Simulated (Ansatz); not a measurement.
Runs of Ansatz 0.2.0 on Zn. The structure is monoclinic, space group C2/m (No. 12). Conventional cell: a = 4.536 Å, b = 2.617 Å, c = 7.472 Å, α = 90.00°, β = 102.30°, γ = 90.00°. Zn (site symmetry m) has 12 Zn at 2.62 to 2.89 Å as nearest neighbours. Zn (site symmetry 2/m) is surrounded by 12 Zn at 2.62 to 2.89 Å. This isn't the form of Zn at room conditions, which is hcp.

```csv
level,cutoff (eV),gap on the mesh (eV),pressure (GPa),largest force (eV/Å)
r2SCAN,500,none,-0.8,-
r2SCAN0,500,none,0.8,0.01
LDA,420,none,-5.9,0.01
HSE06,420,none,(b),-
PBEsol,420,none,-2.0,0.01
PBE0,420,none,(a),0.01
```

Alike in all rows: task projected density of states; potentials or basis Ansatz PAW; no spin polarisation; cell as given; k mesh 7 × 7 × 2; smearing fermi-dirac 0.05 eV; the mesh is coarse, so values aren't converged.

Fill in the values left out.

(a) 3.3; (b) 3.7.

Caveats: all runs use coarse meshes; the PAW data sets come from PBE, with cores solved anew for the run's functional, which leaves a small shift of forces and pressure; the density of states is complete only up to the lowest level of the last band computed; the thresholds are loose for stress (some runs).

A gap of «none» marks a metal or a gap under the smearing width.
